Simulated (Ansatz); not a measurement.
# AlNi3: energy and stress against strain

The task, for AlNi3: strain the cell along the Voigt pattern (1, 1, 0, 0, 0, 0).

Program: Ansatz 0.2.0. Level of theory: DFT PBEsol, scalar-relativistic, plane waves, PAW. These are calculated values, not measurements.

2 further runs of the same task are left out: 2 set aside as unsound or not needed.

## Step 1: The system as given

It takes space group Pm-3m (No. 221, cubic). The conventional cell has a = 3.519 Å, b = 3.519 Å, c = 3.519 Å, α = 90.00°, β = 90.00°, γ = 90.00°. Al (site symmetry m-3m) has 12 Ni at 2.49 Å as nearest neighbours. Ni (site symmetry 4/mmm) is surrounded by 4 Al at 2.49 Å and 8 Ni at 2.49 Å.

Coordinates:

```
CELL_PARAMETERS angstrom
3.51909 0.00000 0.00000
0.00000 3.51909 0.00000
0.00000 0.00000 3.51909
ATOMIC_POSITIONS crystal
Al 0.00000 0.00000 0.00000
Ni 0.00000 0.50000 0.50000
Ni 0.50000 0.00000 0.50000
Ni 0.50000 0.50000 0.00000
```

It goes back to an entry of the Materials Project, which need not be the stable form.

This cell was relaxed beforehand with the same method: volume 10.90 Å³/atom, gap on the mesh none (metal), site moments up to 0.3 μB.

## Step 2: Zero of energy

Reference values: F = -17941.2642 eV; pressure 0.00 GPa; largest force 0.000 eV/Å; gap on the mesh none (metal). It was computed beforehand with the settings of the runs below.

## Step 3: The scan: energy and stress against strain

The cell is strained by ε times the Voigt pattern (1, 1, 0, 0, 0, 0) (xx, yy, zz, yz, xz, xy; engineering shear), with fractional coordinates fixed (clamped ions). The stress on the pattern is the sum of the stress components weighted by it, tension positive.

## Step 4: Point ε = -0.1500

input.yaml reads:

```yaml
crystal:
  lattice:
    - [2.9912284908, 0.0, 0.0]
    - [0.0, 2.9912284908, 0.0]
    - [0.0, 0.0, 3.5190923421]
  atoms:
    - { symbol: Al, position: [0.0, 0.0, 0.0] }
    - { symbol: Ni, position: [0.0, 0.5, 0.5], spin: 0.28 }
    - { symbol: Ni, position: [0.5, 0.0, 0.5], spin: 0.28 }
    - { symbol: Ni, position: [0.5, 0.5, 0.0], spin: 0.28 }
basis:
  ecutwfc: 420
kpoints:
  mp_grid: { grid: [14, 14, 14] }
hamiltonian:
  xc: pbesol
scf:
  occupations: { method: gaussian, width: 0.15 }
output:
  forces: true
  stress: true
  eigenvalues: true
  populations: true
magnetization:
  spin_polarized: true
```

Run with:

```console
ansatz run input.yaml --threads 1 --pin off --max-ram 2560MiB --backend cpu --events-out ev --progress --plain --runs-dir out
```

## Step 5: Point ε = 0.1125

input.yaml: that of step 4 with these lines changed.

```diff
@@ -2,4 +2,4 @@
   lattice:
-    - [2.9912284908, 0.0, 0.0]
-    - [0.0, 2.9912284908, 0.0]
+    - [3.9149902306, 0.0, 0.0]
+    - [0.0, 3.9149902306, 0.0]
     - [0.0, 0.0, 3.5190923421]
@@ -23,2 +23,6 @@
   populations: true
+  write_density: true
+  write_potential: true
+  elf: true
+  volumetric_format: npy
 magnetization:
```

## Step 6: At ε = -0.0750

input.yaml: that of step 5 with these lines changed.

```diff
@@ -2,4 +2,4 @@
   lattice:
-    - [3.9149902306, 0.0, 0.0]
-    - [0.0, 3.9149902306, 0.0]
+    - [3.2551604164, 0.0, 0.0]
+    - [0.0, 3.2551604164, 0.0]
     - [0.0, 0.0, 3.5190923421]
@@ -23,6 +23,2 @@
   populations: true
-  write_density: true
-  write_potential: true
-  elf: true
-  volumetric_format: npy
 magnetization:
```

(Steps that only read results are left out.)

Before running it: what results should come out? Wanted: slope of the stress at ε = 0, from the points at -0.0750, 0 and 0.1125.

**Answer**, as computed:

```
                                                              quantity     value
slope of the stress at ε = 0, from the points at -0.0750, 0 and 0.1125  1003 GPa
```

What this shows: The slope of the stress at zero strain, 1003 GPa, estimates C11 + C22 + 2 C12 with clamped ions in this Cartesian frame; letting the atoms relax could not make it stiffer. The step is wide, so higher orders mix in. No sampled point lies below the undisturbed cell.
